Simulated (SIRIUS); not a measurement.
# Sn in SIRIUS: convergence with lmax of the augmentation

The system is Sn.

```xyz
2
Lattice="0.0000 3.2333 3.2333 3.2333 0.0000 3.2333 3.2333 3.2333 0.0000" Properties=species:S:1:pos:R:3 pbc="T T T"
Sn    4.9199    4.8950    4.8835
Sn    3.2625    3.2161    3.2452
```

This isn't the form of Sn at room conditions, which is tetragonal (white tin).

The cell isn't the ideal one: atoms moved at random.

- Program: SIRIUS 7.12.0
- Task: convergence study
- Functional: PBE
- Potentials or basis: all-electron FP-LAPW
- Cutoff: 149 eV
- Basis: apw+lo standard
- k mesh: 7 × 7 × 7
- Occupations: fermi-dirac, width 0.05 eV
- Spin: no spin polarisation

These are the settings of the first run; the series varies lmax of the augmentation, with any setting tied to it.

Hardware: 1 thread of Arm Neoverse V1 (shared host).

| lmax of the augmentation | energy less the tightest run, at zero smearing (meV/atom) | largest force (eV/Å) | SCF cycles | CPU time (s) | peak memory (GiB) |
| --- | --- | --- | --- | --- | --- |
| 4 | -127.87 | 0.319 | 7 | 120 | 0.57 |
| 5 | -46.24 | 0.466 | 7 | 130 | 0.62 |
| 6 | -20.46 | 0.538 | 7 | 140 | 0.67 |
| 8 | -3.23 | 0.581 | 7 | 170 | 0.8 |
| 10 | -0.16 | 0.583 | 7 | 200 | 0.96 |
| 12 | 0.00 | 0.583 | 7 | 250 | 1.1 |
| 14 | 0.00 | 0.583 | 7 | 310 | 1.4 |

Against the tightest run, the energy stays within 1 meV/atom from 10 on; the largest force stays within 0.005 eV/Å from 8 on. The tightest run that finished is the yardstick and may itself not be fully converged.
